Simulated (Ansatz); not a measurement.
Fluorite SrF₂ was calculated with revPBE (Ansatz, a quantum-chemistry and plane-wave program, PAW).

Run with plane-wave cutoff 520 eV, 10×10×10 k mesh, Fermi–Dirac smearing 0.01 eV, scalar-relativistic PAW data made under PBE.

Energies at three volumes about the minimum:

| V (Å³/atom) | E − E_lowest (meV/atom) |
|---|---|
| 17.096 | 1.27 |
| 17.445 | 0.00 |
| 17.794 | 1.20 |

**Question.** Fit a parabola by hand: where is the minimum, what lattice constant follows, and what is the bulk modulus?

**Answer.** Slopes: (0.00 − 1.27)/(17.445 − 17.096) = -3.639 and (1.20 − 0.00)/(17.794 − 17.445) = 3.438 meV/Å³. Curvature E″ = 2 × (3.438 − (-3.639))/(17.794 − 17.096) = 20.278 meV/Å⁶. From the middle of the first interval, the slope vanishes at V0 = 17.2705 − (-3.639)/20.278 = 17.450 Å³/atom. B = V0 E″ = 17.450 × 20.278 meV/Å³ × 0.1602 GPa per meV/Å³ = 56.7 GPa. With 12 atoms in the cube, a = (12 × 17.450)^(1/3) = 5.938 Å. The full Birch–Murnaghan fit to all volumes gives V0 = 17.444 Å³/atom and B0 = 56.6 GPa.

Measured, for comparison: bulk modulus 69 GPa (temperature not stated, no zero-point or thermal correction; as tabulated in On the Morphology of Group II Metal Fluoride Nanocrystals at Finite Temperature …). Computed (rounded) less measured: bulk modulus -18 %.
